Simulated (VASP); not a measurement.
# Ru (P6_3/mmc) in VASP: further runs

Runs on Ru. Level: PBEsol. Tasks: single point.

Everything below comes from runs of VASP 6.6.1. Logs are shortened: lines on timing, memory, paths and dates and some standing lists are left out, and cuts for length are marked.

**1. The undisturbed crystal**

The structure is hexagonal, space group P6_3/mmc (No. 194). The conventional cell has a = 2.706 Å, b = 2.706 Å, c = 4.282 Å, α = 90.00°, β = 90.00°, γ = 120.00°. Around Ru (site symmetry -6m2) lie 12 Ru at 2.65 to 2.71 Å.

**2. Single point, PBEsol (grid = ENCUT=400 dk=0.35 cell=3x3x2 ISMEAR=1 SIGMA=0.1 LREAL=Auto EDIFF=0.0001)**

The input, INCAR:

```
  PREC = Accurate
  ENCUT = 400
  EDIFF = 1E-4
  ISMEAR = 1
  SIGMA = 0.1
  LREAL = Auto
  LASPH = T
  NELM = 120
  ALGO = Fast
  ISIF = 2
  LWAVE = F
  LCHARG = F
  GGA = PS
  NBANDS = 287
```

The input, KPOINTS:

```
Automatic mesh
0
Gamma
  3 3 3
```

The input, POSCAR:

```
Ru
1.0
    8.1174000000      0.0000000000      0.0000000000
   -4.0587000000      7.0298746128      0.0000000000
    0.0000000000      0.0000000000      8.5638000000
Ru
36
Direct
    0.2222222222      0.1111111111      0.3750000000
    0.2222222222      0.1111111111      0.8750000000
    0.2222222222      0.4444444444      0.3750000000
    0.2222222222      0.4444444444      0.8750000000
    0.2222222222      0.7777777778      0.3750000000
    0.2222222222      0.7777777778      0.8750000000
    0.5555555556      0.1111111111      0.3750000000
    0.5555555556      0.1111111111      0.8750000000
    0.5555555556      0.4444444444      0.3750000000
    0.5555555556      0.4444444444      0.8750000000
    0.5555555556      0.7777777778      0.3750000000
    0.5555555556      0.7777777778      0.8750000000
    0.8888888889      0.1111111111      0.3750000000
    0.8888888889      0.1111111111      0.8750000000
    0.8888888889      0.4444444444      0.3750000000
    0.8888888889      0.4444444444      0.8750000000
    0.8888888889      0.7777777778      0.3750000000
    0.8888888889      0.7777777778      0.8750000000
    0.1111111111      0.2222222222      0.1250000000
    0.1111111111      0.2222222222      0.6250000000
    0.1111111111      0.5555555556      0.1250000000
    0.1111111111      0.5555555556      0.6250000000
    0.1111111111      0.8888888889      0.1250000000
    0.1111111111      0.8888888889      0.6250000000
    0.4444444444      0.2222222222      0.1250000000
    0.4444444444      0.2222222222      0.6250000000
    0.4444444444      0.5555555556      0.1250000000
    0.4444444444      0.5555555556      0.6250000000
    0.4444444444      0.8888888889      0.1250000000
    0.4444444444      0.8888888889      0.6250000000
    0.7777777778      0.2222222222      0.1250000000
    0.7777777778      0.2222222222      0.6250000000
    0.7777777778      0.5555555556      0.1250000000
    0.7777777778      0.5555555556      0.6250000000
    0.7777777778      0.8888888889      0.1250000000
    0.7777777778      0.8888888889      0.6250000000
```

Potentials or basis: VASP PAW PBE potentials, release 64 (Ru_pv).

Launch:

```
$ cat potpaw_PBE.64/Ru_pv/POTCAR > POTCAR
$ mpirun -np 1 vasp_std > vasp.out
```

OUTCAR:

```text
PREC = Accurate
   ENCUT = 400
   EDIFF = 1E-4
   ISMEAR = 1
   LREAL = Auto
   LASPH = T
   NELM = 120
   ISIF = 2
   GGA = PS

 Found      6 irreducible k-points:

 Following reciprocal coordinates:
            Coordinates               Weight
  0.000000  0.000000  0.000000      1.000000
  0.333333  0.000000  0.000000      6.000000
  0.333333  0.333333  0.000000      2.000000
  0.000000  0.000000  0.333333      2.000000
  0.333333  0.000000  0.333333     12.000000
  0.333333  0.333333  0.333333      4.000000
   k-points           NKPTS =      6   k-points in BZ     NKDIM =      6   number of bands    NBANDS=    287
   number of dos      NEDOS =    301   number of ions     NIONS =     36
   total plane-waves  NPLWV = 163296
   dimension x,y,z NGX =    54 NGY =   54 NGZ =   56
   dimension x,y,z NGXF=   108 NGYF=  108 NGZF=  112
   ions per type =              36
   NGX,Y,Z   is equivalent  to a cutoff of  11.06, 11.06, 10.87 a.u.
   NGXF,Y,Z  is equivalent  to a cutoff of  22.12, 22.12, 21.74 a.u.
 SYSTEM =  unknown system
   PREC   = accura    normal or accurate (medium, high low for compatibility)
   ISTART =      0    job   : 0-new  1-cont  2-samecut
   ICHARG =      2    charge: 1-file 2-atom 10-const
   ISPIN  =      1    spin polarized calculation?
   LNONCOLLINEAR =      F non collinear calculations
   LSORBIT =      F    spin-orbit coupling
   LASPH  =      T    aspherical Exc in radial PAW
   ENCUT  =  400.0 eV  29.40 Ry    5.42 a.u.  13.24 13.24 13.97*2*pi/ulx,y,z
   NELM   =    120;   NELMIN=  2; NELMDL= -5     # of ELM steps
   EDIFF  = 0.1E-03   stopping-criterion for ELM
   LREAL  =      T    real-space projection
   EDIFFG = 0.1E-02   stopping-criterion for IOM
   NSW    =      0    number of steps for IOM
   IBRION =     -1    ionic relax: 0-MD 1-quasi-New 2-CG
   NFREE  =      0    steps in history (QN), initial steepest desc. (CG)
   ISIF   =      2    stress and relaxation
   ISYM   =      2    0-nonsym 1-usesym 2-fastsym
   POTIM  = 0.5000    time-step for ionic-motion
   TEBEG  =    0.0;   TEEND  =   0.0 temperature during run
   PSTRESS=    0.0 pullay stress
   NELECT =     504.0000    total number of electrons
   NUPDOWN=      -1.0000    fix difference up-down
   EMIN   =  10.00;   EMAX   =-10.00  energy-range for DOS
   EFERMI =   0.00;   METHOD = LEGACY
   ISMEAR =     1;   SIGMA  =   0.10  broadening in eV -4-tet -1-fermi 0-gaus
   EFERMI_NEDOS =   21; number of points for ismear=-14 and -15
   IALGO  =     68    algorithm
   IMIX   =      4    mixing-type and parameters
     AMIX     =   0.40;   BMIX     =  1.00
     AMIX_MAG =   1.60;   BMIX_MAG =  1.00
  volume/ion in A,a.u.               =      13.57        91.61
  Fermi-wavevector in a.u.,A,eV,Ry     =   1.654022  3.125649 37.222674  2.735789
  Thomas-Fermi vector in A             =   2.742361
   LORBIT       =      0    0 simple, 1 ext, 2 COOP (PROOUT), +10 PAW based schemes
   GGA     = PS    functional components
   LHFCALC =     F    Hartree Fock is set to
   AEXX    =    0.0000 exact exchange contribution
   IVDW    =     0    specifies the selected vdW correction
   LEPSILON=     F    determine dielectric tensor
   LRPA    =     F    only Hartree local field effects (RPA)
 non-spin polarized calculation
 RMM-DIIS sequential band-by-band and
 Methfessel and Paxton  Order N= 1 SIGMA  =   0.10
  energy-cutoff  :      400.00
  volume of cell :      488.69
 maximum number of plane-waves:      8889
 NGX is ok and might be reduce to    54
   NGX = 27   NGY = 27   NGZ = 27

 number of electron     504.0000132 magnetization

 Free energy of the ion-electron system (eV)
  ---------------------------------------------------
  ext. energy  EPLUGINS =         0.00000000
  ---------------------------------------------------
  free energy    TOTEN  =      -366.30951124 eV

  energy without entropy =     -366.33442319  energy(sigma->0) =     -366.31781522

 E-fermi :  12.7767     XC(G=0): -14.2823

 val. band max:       12.7743940652   @ k =   0.3333   0.3333   0.3333
 cond. band min:      12.8544161893   @ k =   0.3333   0.0000   0.3333
 fundamental gap:      0.0800221240
 Fermi energy:        12.7767040505

 k-point     1 :       0.0000    0.0000    0.0000
  band No.  band energies     occupation
      1     -30.8911      2.00000
      2     -30.6590      2.00000
      3     -30.6590      2.00000
      4     -30.6590      2.00000
      5     -30.6590      2.00000
      6     -30.6447      2.00000
[... 256 lines left out ...]
    263      13.3641     -0.00000
    264      13.3643     -0.00000

 k-point     2 :       0.3333    0.0000    0.0000
  band No.  band energies     occupation
      1     -30.8496      2.00000
      2     -30.7812      2.00000
      3     -30.7812      2.00000
      4     -30.7340      2.00000
      5     -30.7109      2.00000
      6     -30.7109      2.00000
[... 256 lines left out ...]
    263      13.4194     -0.00000
    264      13.5534     -0.00000

 k-point     3 :       0.3333    0.3333    0.0000
  band No.  band energies     occupation
      1     -30.7736      2.00000
      2     -30.7736      2.00000
      3     -30.7736      2.00000
      4     -30.7736      2.00000
      5     -30.7736      2.00000
      6     -30.7736      2.00000
[... 256 lines left out ...]
    263      13.8915     -0.00000
    264      13.8944     -0.00000

 k-point     4 :       0.0000    0.0000    0.3333
  band No.  band energies     occupation
      1     -30.8185      2.00000
      2     -30.6926      2.00000
      3     -30.6926      2.00000
      4     -30.6926      2.00000
      5     -30.6926      2.00000
      6     -30.6926      2.00000
[... 256 lines left out ...]
    263      13.2356     -0.00000
    264      13.2361     -0.00000

 k-point     5 :       0.3333    0.0000    0.3333
  band No.  band energies     occupation
      1     -30.8041      2.00000
      2     -30.7845      2.00000
      3     -30.7539      2.00000
      4     -30.7340      2.00000
      5     -30.7340      2.00000
      6     -30.7001      2.00000
[... 256 lines left out ...]
    263      13.2952     -0.00000
    264      13.2953     -0.00000

 k-point     6 :       0.3333    0.3333    0.3333
  band No.  band energies     occupation
      1     -30.7907      2.00000
      2     -30.7907      2.00000
      3     -30.7907      2.00000
      4     -30.7413      2.00000
      5     -30.7413      2.00000
      6     -30.7413      2.00000
[... 256 lines left out ...]
    263      13.5076     -0.00000
    264      13.5079     -0.00000
 [bands above 264 left out]

------------------------ aborting loop because EDIFF is reached ----------------------------------------

  FORCE on cell =-STRESS in cart. coord.  units (eV):
  Direction    XX          YY          ZZ          XY          YZ          ZX
  --------------------------------------------------------------------------------------
  -------------------------------------------------------------------------------------
  Total      -21.9457245    -21.9457245    -23.4035895      0.0000000      0.0000000     -0.0000000
  in kB      -71.9497787    -71.9497787    -76.7294370      0.0000000      0.0000000     -0.0000000
  external PRESSURE =     -73.5429981 kB  Pullay stress =       0.0000000 kB

 VOLUME and BASIS-vectors are now :
 -----------------------------------------------------------------------------
  energy-cutoff  :      400.00
  volume of cell :      488.69
      direct lattice vectors                 reciprocal lattice vectors
     8.117400000  0.000000000  0.000000000     0.123192155  0.071125024  0.000000000
    -4.058700000  7.029874613  0.000000000     0.000000000  0.142250048  0.000000000
     0.000000000  0.000000000  8.563800000     0.000000000  0.000000000  0.116770592

 POSITION                                       TOTAL-FORCE (eV/Angst)
 -----------------------------------------------------------------------------------
      1.35290      0.78110      3.21143        -0.000000      0.000000      0.000000
      1.35290      0.78110      7.49333        -0.000000      0.000000     -0.000000
      0.00000      3.12439      3.21143        -0.000000      0.000000     -0.000000
      0.00000      3.12439      7.49333        -0.000000      0.000000      0.000000
     -1.35290      5.46768      3.21143        -0.000000     -0.000000      0.000000
     -1.35290      5.46768      7.49333        -0.000000      0.000000      0.000000
[... 28 lines left out ...]
      2.70580      6.24878      1.07048         0.000000     -0.000000     -0.000000
      2.70580      6.24878      5.35238        -0.000000     -0.000000     -0.000000
 -----------------------------------------------------------------------------------
    total drift:                                0.000000      0.000000      0.000000

  FREE ENERGIE OF THE ION-ELECTRON SYSTEM (eV)
  ---------------------------------------------------
  free  energy   TOTEN  =      -366.3095112361 eV

  energy  without entropy=     -366.3344231944  energy(sigma->0) =     -366.31781522
```

Run time: 10 min. Hardware: 1 thread of Intel Xeon 6975P-C (Granite Rapids), shared host; peak memory 0.62 GiB.

The run converged, but some of its settings lie outside the range that counts as converged, so its numbers aren't taken as properties of the crystal.

Results:

| Quantity | Value |
| --- | --- |
| Free energy | -366.3095 eV |
| Pressure | -7.4 GPa |
| Band gap on the k mesh | none (metal or under the smearing width) |

Caveat: the PAW data sets were made with another functional, which shifts forces and pressure a little.

**3. Single point, PBEsol (grid = ENCUT=520 dk=0.35 cell=3x3x2 ISMEAR=1 SIGMA=0.1 LREAL=Auto EDIFF=1e-06)**

Edit INCAR of step 2 so:

```diff
@@ -1,4 +1,4 @@
   PREC = Accurate
-  ENCUT = 400
-  EDIFF = 1E-4
+  ENCUT = 520
+  EDIFF = 1E-6
   ISMEAR = 1
```

KPOINTS is that of step 2.

POSCAR is that of step 2.

Potentials or basis: VASP PAW PBE potentials, release 64 (Ru_pv).

Launch:

```
$ cat potpaw_PBE.64/Ru_pv/POTCAR > POTCAR
$ mpirun -np 1 vasp_std > vasp.out
```

Wall time 16 min (1 thread of Intel Xeon 6975P-C (Granite Rapids), shared host); peak memory 0.84 GiB.

These settings aren't checked as converged: the numbers below hold their error.

What came out:

* Free energy: -366.3349 eV
* Pressure: -6.7 GPa
* Band gap on the k mesh: none (metal or under the smearing width)

Caveat: the PAW data sets were made with another functional, which shifts forces and pressure a little.

[end of part 1 of 2]
